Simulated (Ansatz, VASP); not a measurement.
One calculation of CaF2 (sol), two programs

The input INCAR:

```
SYSTEM = CaF2
  ALGO = Normal
  EDIFF = 1E-7
  EDIFFG = -0.002
  ENCUT = 600
  GGA = PS
  IBRION = 2
  ISIF = 3
  ISMEAR = 0
  LASPH = .TRUE.
  LCHARG = .FALSE.
  LREAL = .FALSE.
  LWAVE = .FALSE.
  NELM = 100
  NSW = 100
  PREC = Accurate
  SIGMA = 0.02
```

The input KPOINTS:

```
k-points
0
G
  8 8 8
  0 0 0
```

POSCAR

```
CaF2
1.0
    0.0000000000      2.7316045000      2.7316045000
    2.7316045000      0.0000000000      2.7316045000
    2.7316045000      2.7316045000      0.0000000000
Ca F
1 2
Direct
    0.0000000000      0.0000000000      0.0000000000
    0.2500000000      0.2500000000      0.2500000000
    0.7500000000      0.7500000000      0.7500000000
```

Input for Ansatz:

```yaml
crystal:
  lattice:
    - [0.0, 2.7316045, 2.7316045]
    - [2.7316045, 0.0, 2.7316045]
    - [2.7316045, 2.7316045, 0.0]
  atoms:
    - { symbol: Ca, position: [0.0, 0.0, 0.0] }
    - { symbol: F, position: [0.25, 0.25, 0.25] }
    - { symbol: F, position: [0.75, 0.75, 0.75] }
basis:
  ecutwfc: 420
kpoints:
  mp_grid: { grid: [8, 8, 8] }
hamiltonian:
  xc: pbesol
scf:
  occupations: { method: gaussian, width: 0.02 }
output:
  forces: true
  stress: true
  eigenvalues: true
relax:
  adjacent_minimum: "off"
  f_tol: 0.002
  max_steps: 80
  cell: { stress_tol: 0.02 }
```

Alike in both runs: task relaxation of cell and atoms; functional PBEsol; k mesh 8 × 8 × 8; occupations gaussian, width 0.02 eV; no spin polarisation.

```csv
,VASP,Ansatz
version,VASP 6.6.1,Ansatz 0.2.0
potentials or method,"VASP PAW PBE potentials, release 64 (Ca_sv, F)","scalar-relativistic, plane waves, PAW"
plane-wave cutoff (eV),600,420
valence electrons in the cell,24,24
```

```tsv
	VASP	Ansatz	Ansatz less VASP
gap on the k mesh at the Fermi level, each at its own relaxed structure (eV)	7.21	7.25	+0.034
relaxed volume (Å³/atom)	13.30	13.27	-0.028
relaxed cell length with the largest relative difference (Å)	3.836	3.833	-0.0027
energy change over the relaxation (meV/atom)	-2	-2	-0.3
```

Caveats: the PAW data sets were made with another functional, which shifts forces and pressure a little (VASP). A k mesh can miss the band edges.
